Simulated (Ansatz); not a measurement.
Ansatz input file:

```yaml
crystal:
  lattice:
    - [3.18496046, 0.0, 0.0]
    - [-1.59248023, 2.7582566684, 0.0]
    - [0.0, 0.0, 11.7695]
  atoms:
    - { symbol: W, position: [0.3333333333, 0.6666666667, 0.25] }
    - { symbol: W, position: [0.6666666667, 0.3333333333, 0.75] }
    - { symbol: S, position: [0.3333333333, 0.6666666667, 0.6170606123] }
    - { symbol: S, position: [0.6666666667, 0.3333333333, 0.1170606123] }
    - { symbol: S, position: [0.3333333333, 0.6666666667, 0.8829393877] }
    - { symbol: S, position: [0.6666666667, 0.3333333333, 0.3829393877] }
basis:
  ecutwfc: 420
kpoints:
  mp_grid: { grid: [12, 12, 4] }
hamiltonian:
  xc: pbe
scf:
  occupations: { method: gaussian, width: 0.02 }
output:
  forces: true
  stress: true
  eigenvalues: true
```

It can be run as
```bash
ansatz run input.yaml --threads 1 --pin off --backend cpu --events-out ev --progress --plain --runs-dir out  # memory cap (--max-ram) not shown
```

The calculation used DFT PBE, scalar-relativistic, plane waves, PAW (Ansatz).

Part of what the program printed, abridged (final results; tables in files aren't shown):

```
SCF 1 converged in 7 iterations: F = -24382.633246 eV  dr2 = 2.73e-9
SCF converged after 7 iterations
Free energy (F): -24382.633246 eV
Harris-Foulkes:  -24382.633246 eV  (|F-HF|=5.07e-9)
Internal energy: -24382.633246 eV  (E = F + TS)
E sigma→0 (E₀):  -24382.633246 eV
Fermi energy:    12.824008 eV
--- Per-component energies (eV) ---
  E_band       = -345.784893
  E_kinetic    = 1332.945592
  E_local      = -3150.099662  (includes V_loc(G=0)·N_el)
  E_nonlocal   = 114.848698
  E_hartree    = 1228.648509
  E_xc         = -924.656904
  E_vxc        = -830.609225  (∫ρ·V_xc dr)
  E_paw        = -19526.236959  (= ΣΔE_a)
  E_vpaw       = -270.167845  (= ΣTr[D̂ρ^β])
  E_aug_tail   = -0.000122  (compensation charges beyond the density's cutoff)
  E_ewald      = -3458.082398
  E_smearing   =  0.000000  (= −TS)
--- Forces (eV/Å), atoms counted from 1 ---
  atom   1  W      0.00000000     0.00000000     0.00000000
  atom   2  W      0.00000000     0.00000000     0.00000000
  atom   3  S      0.00000000     0.00000000     0.14154798
  atom   4  S      0.00000000     0.00000000     0.14154798
  atom   5  S      0.00000000     0.00000000    -0.14154798
  atom   6  S      0.00000000     0.00000000    -0.14154798
--- Stress (GPa, compression-positive) ---
        1.279179       0.000000       0.000000
        0.000000       1.279179       0.000000
        0.000000       0.000000       5.613393
  P = ⅓ Tr σ = 2.7239 GPa (27.239 kbar)
--- Band table (eV; the first three rows and the last of 57) ---
  k-point 0: bands = ["-62.3346", "-62.3346", "-26.6116", "-26.6115", "-26.4657", "-26.4657", "-26.4657", "-26.4657", "-3.4015", "-3.0108", "-1.9314", "-1.2163", "4.4744", "5.9770", "8.2749", "8.7008", "8.7008", "8.7300", "8.7300", "9.8920", "9.8920", "9.9978", "9.9978", "11.1330", "11.2609", "12.4594", "14.4416", "14.4416", "14.4471", "14.4471", "14.4609", "14.4609"]
  k-point 1: bands = ["-62.3346", "-62.3346", "-26.6116", "-26.6115", "-26.4657", "-26.4657", "-26.4657", "-26.4657", "-3.3591", "-3.0913", "-1.8079", "-1.3113", "4.6442", "5.6626", "8.6734", "8.7048", "8.7048", "8.7255", "8.7255", "9.9075", "9.9075", "9.9822", "9.9822", "10.3907", "11.8140", "12.4011", "14.4180", "14.4180", "14.4387", "14.4387", "14.5306", "14.5306"]
  k-point 2: bands = ["-62.3346", "-62.3346", "-26.6116", "-26.6116", "-26.4657", "-26.4657", "-26.4657", "-26.4657", "-3.2420", "-3.2420", "-1.5475", "-1.5475", "5.0957", "5.0957", "8.7149", "8.7149", "8.7149", "8.7149", "9.4974", "9.4974", "9.9448", "9.9448", "9.9448", "9.9448", "12.2032", "12.2032", "14.4219", "14.4219", "14.4219", "14.4219", "14.6391", "14.6391"]
  k-point 56: bands = ["-62.3159", "-62.3159", "-26.7133", "-26.7133", "-26.6798", "-26.6798", "-26.5424", "-26.5424", "-0.7807", "-0.7807", "-0.6632", "-0.6632", "5.7908", "5.7908", "6.1491", "6.1491", "7.0965", "7.0965", "7.2998", "7.2998", "8.6520", "8.6520", "9.1881", "9.1881", "11.5569", "11.5569", "13.4040", "13.4040", "14.8161", "14.8161", "15.6005", "15.6005"]
```

The run converged.

Spin–orbit coupling is left out, which can shift energies with elements as heavy as these. The cell holds layers, and where no dispersion correction was added their binding is poorly described.